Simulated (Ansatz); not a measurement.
# BeSe: the cost of one run

Computed with Ansatz 0.2.0 (DFT PBE, scalar-relativistic, plane waves, PAW, unless a step's input says otherwise).

1 further run of the same task is left out (it didn't finish).

## (1) Starting point

It takes space group F-43m (No. 216, cubic). The conventional cell has a = 9.706 Å, b = 9.706 Å, c = 9.706 Å, α = 90.00°, β = 90.00°, γ = 90.00°. Around Be (site symmetry -43m) lie 4 Se at 2.17 Å. Be (site symmetry 3m) has 4 Se at 2.27 to 2.31 Å as nearest neighbours. Se (site symmetry 3m) has 4 Be at 2.17 to 2.27 Å as nearest neighbours. Se (site symmetry -43m) is surrounded by 4 Be at 2.31 Å.

As a file:

```xyz
10
Lattice="0.0000 4.8529 4.8529 4.8529 0.0000 4.8529 4.8529 4.8529 0.0000" Properties=species:S:1:pos:R:3 pbc="T T T"
Be    2.4265    2.4265    2.4265
Be    8.6155    5.9433    5.9433
Be    5.9433    8.6155    5.9433
Be    5.9433    5.9433    8.6155
Be    8.6155    8.6155    8.6155
Se    1.1738    1.1738    1.1738
Se    3.6791    1.1738    3.6791
Se    3.6791    3.6791    1.1738
Se    1.1738    3.6791    3.6791
Se    7.2794    7.2794    7.2794
```

It is the end of an earlier relaxation with the same method, from a generated guess; it is a trial structure. At a tolerance of 0.02 Å it has space group F-43m (No. 216); it has 22.86 Å³/atom, an uncorrected energy of -0.60 eV/atom over the elements.

## (2) Electronic structure at the relaxed geometry

The input, input.yaml:

```yaml
crystal:
  lattice:
    - [0.0, 4.8529380407, 4.8529380407]
    - [4.8529380407, 0.0, 4.8529380407]
    - [4.8529380407, 4.8529380407, 0.0]
  atoms:
    - { symbol: Be, position: [0.25, 0.25, 0.25] }
    - { symbol: Be, position: [0.3370278565, 0.8876573812, 0.8876573812] }
    - { symbol: Be, position: [0.8876573812, 0.3370278565, 0.8876573812] }
    - { symbol: Be, position: [0.8876573812, 0.8876573812, 0.3370278565] }
    - { symbol: Be, position: [0.8876573812, 0.8876573812, 0.8876573812] }
    - { symbol: Se, position: [0.1209414927, 0.1209414927, 0.1209414927] }
    - { symbol: Se, position: [0.1209414927, 0.637175522, 0.1209414927] }
    - { symbol: Se, position: [0.1209414927, 0.1209414927, 0.637175522] }
    - { symbol: Se, position: [0.637175522, 0.1209414927, 0.1209414927] }
    - { symbol: Se, position: [0.75, 0.75, 0.75] }
basis:
  ecutwfc: 420
kpoints:
  mp_grid: { grid: [4, 4, 4] }
  band_path:
    path:
      - [[0.0, 0.0, 0.0], [-0.5, -0.5, 0.0], [-0.375, -0.375, 0.25]]
      - [[-0.375, 0.0, 0.375], [0.0, 0.0, 0.0], [0.0, 0.0, 0.5], [-0.5, -0.25, 0.25], [-0.5, -0.5, 0.0]]
    npoints: 14
hamiltonian:
  xc: pbe
scf:
  occupations: { method: gaussian, width: 0.02 }
  n_extra_bands: 25
output:
  forces: true
  stress: true
  eigenvalues: true
  populations: true
  dos: { projected: true, de: 0.02, nscf_kmesh: { grid: [6, 6, 6] } }
  bader: true
  write_density: true
  write_potential: true
  elf: true
  volumetric_format: npy
```

Command:

```console
ansatz run input.yaml --threads 1 --pin off --max-ram 2560MiB --backend cpu --events-out ev --progress --plain --runs-dir out
```

What time and memory should one allow on 1 thread of Arm Neoverse V1, shared host?

About 3.5 min, with a peak of 0.88 GiB.
